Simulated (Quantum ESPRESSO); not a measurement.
# BN (P1) in Quantum ESPRESSO: further runs, part 2 of 2

Quantum ESPRESSO 7.5. The steps go on from the part before.

## (3) Real-space fields, vdW-DF-cx

pw.in

```
&CONTROL
  calculation = 'scf'
  prefix = 'pwscf'
  outdir = './tmp'
  pseudo_dir = './pseudo'
  tprnfor = .true.
  tstress = .true.
  disk_io = 'low'
/
&SYSTEM
  ibrav = 0
  nat = 4
  ntyp = 2
  ecutwfc = 84
  nbnd = 14
  input_dft = 'vdw-df-cx'
  occupations = 'smearing'
  smearing = 'mp'
  degauss = 0.00367493
/
&ELECTRONS
  conv_thr = 8d-10
  electron_maxstep = 120
  mixing_beta = 0.5
/
ATOMIC_SPECIES
B     10.8100 B.upf
N     14.0070 N.upf
CELL_PARAMETERS bohr
   4.8036558786    0.1288395241   -0.2369833723
  -2.2902496272    4.2985646455   -0.0655426373
  -0.3922153784   -0.3517020880    7.6746256383
ATOMIC_POSITIONS bohr
B      2.4320448503    1.5238314120   -0.1765650329
B     -0.1062412025    2.7217064261    3.7092423503
N      2.2206031157    1.3060290963    4.6022480987
N     -0.0098635065    2.8636138377    0.8533046118
K_POINTS automatic
12 11 7 0 0 0
```

pp_density.in

```
&INPUTPP
  prefix = 'pwscf'
  outdir = './tmp'
  filplot = 'density.dat'
  plot_num = 0
/
&PLOT
  nfile = 1
  filepp(1) = 'density.dat'
  iflag = 3
  output_format = 6
  fileout = 'density.cube'
/
```

pp_potential.in

```
&INPUTPP
  prefix = 'pwscf'
  outdir = './tmp'
  filplot = 'potential.dat'
  plot_num = 11
/
&PLOT
  nfile = 1
  filepp(1) = 'potential.dat'
  iflag = 3
  output_format = 6
  fileout = 'potential.cube'
/
```

pp_elf.in

```
&INPUTPP
  prefix = 'pwscf'
  outdir = './tmp'
  filplot = 'elf.dat'
  plot_num = 8
/
&PLOT
  nfile = 1
  filepp(1) = 'elf.dat'
  iflag = 3
  output_format = 6
  fileout = 'elf.cube'
/
```

pp_potential_ks.in

```
&INPUTPP
  prefix = 'pwscf'
  outdir = './tmp'
  filplot = 'potential_ks.dat'
  plot_num = 1
/
&PLOT
  nfile = 1
  filepp(1) = 'potential_ks.dat'
  iflag = 3
  output_format = 6
  fileout = 'potential_ks.cube'
/
```

Potentials or basis: PseudoDojo 0.5 SR PBE standard.

Started as:

```console
> OMP_NUM_THREADS=1 pw.x -in pw.in > pw.out
> OMP_NUM_THREADS=1 pp.x -in pp_density.in > pp_density.out
> OMP_NUM_THREADS=1 pp.x -in pp_potential.in > pp_potential.out
> OMP_NUM_THREADS=1 pp.x -in pp_elf.in > pp_elf.out
> OMP_NUM_THREADS=1 pp.x -in pp_potential_ks.in > pp_potential_ks.out
```

pw.out:

```text
This program is part of the open-source Quantum ESPRESSO suite
     for quantum simulation of materials; please cite
         "P. Giannozzi et al., J. Phys.:Condens. Matter 21 395502 (2009);
         "P. Giannozzi et al., J. Phys.:Condens. Matter 29 465901 (2017);
         "P. Giannozzi et al., J. Chem. Phys. 152 154105 (2020);
     in publications or presentations arising from this work. More details at

     IMPORTANT: XC functional enforced from input :
     Exchange-correlation= VDW-DF-CX
                           (   1   4  27   0   1   0   0)
     Any further DFT definition will be discarded
     Please, verify this is what you really want

     G-vector sticks info
     --------------------
     sticks:   dense  smooth     PW     G-vecs:    dense   smooth      PW
     Sum         559     559    175                16635    16635    2985

     Using Slab Decomposition

     bravais-lattice index     =            0
     lattice parameter (alat)  =       4.8112  a.u.
     unit-cell volume          =     160.0387 (a.u.)^3
[... 167 lines left out ...]
     ethr =  1.96E-10,  avg # of iterations =  1.3

     End of self-consistent calculation

     Number of k-points >= 100: set verbosity='high' to print the bands.

     the Fermi energy is    13.6928 ev

!    total energy              =     -53.56941077 Ry
     estimated scf accuracy    <          7.0E-10 Ry
     smearing contrib. (-TS)   =       0.00000000 Ry
     internal energy E=F+TS    =     -53.56941077 Ry

     The total energy is F=E-TS. E is the sum of the following terms:
     one-electron contribution =       9.12412977 Ry
     hartree contribution      =       7.28268139 Ry
     xc contribution           =     -17.49010637 Ry
     ewald contribution        =     -52.48611556 Ry

     convergence has been achieved in   9 iterations

     Forces acting on atoms (cartesian axes, Ry/au):

     atom    1 type  1   force =    -0.01568063   -0.00118149   -0.00415914
     atom    2 type  1   force =    -0.00571919    0.01262659    0.00668047
     atom    3 type  2   force =    -0.00428281   -0.01794713    0.01556708
     atom    4 type  2   force =     0.02568263    0.00650204   -0.01808841

     Total force =     0.045969     Total SCF correction =     0.000019

     Computing stress (Cartesian axis) and pressure

          total   stress  (Ry/bohr**3)                   (kbar)     P=       41.95
   0.00015140  -0.00126655   0.00232572           22.27     -186.32      342.13
  -0.00126655  -0.00221217   0.00205306         -186.32     -325.42      302.01
   0.00232572   0.00205306   0.00291619          342.13      302.01      428.99

=------------------------------------------------------------------------------=
   JOB DONE.
=------------------------------------------------------------------------------=
```

Run time: 8.4 min. Hardware: 1 thread of AMD EPYC 7R13 (Zen 3), shared host; peak memory 0.28 GiB.

What came out:

| Item | Value |
| --- | --- |
| Free energy | -728.8490 eV |
| Pressure | 4.2 GPa |
| Largest force | 0.825 eV/Å |
| Band gap on the k mesh | 4.65 eV, indirect (least direct gap 6.16 eV) |

Forces in eV/Å, atoms in the order of the input:
```
B   -0.403 -0.030 -0.107
B   -0.147  0.325  0.172
N   -0.110 -0.461  0.400
N    0.660  0.167 -0.465
```

Stress tensor (GPa, compression positive):
```
  2.23 -18.63  34.21
-18.63 -32.54  30.20
 34.21  30.20  42.90
```

Caveat: the potentials were made for another functional, which shifts forces and pressure; this smearing can shift energies of a crystal with a gap; an odd mesh through Γ misses points on the zone boundary, where band edges often lie.
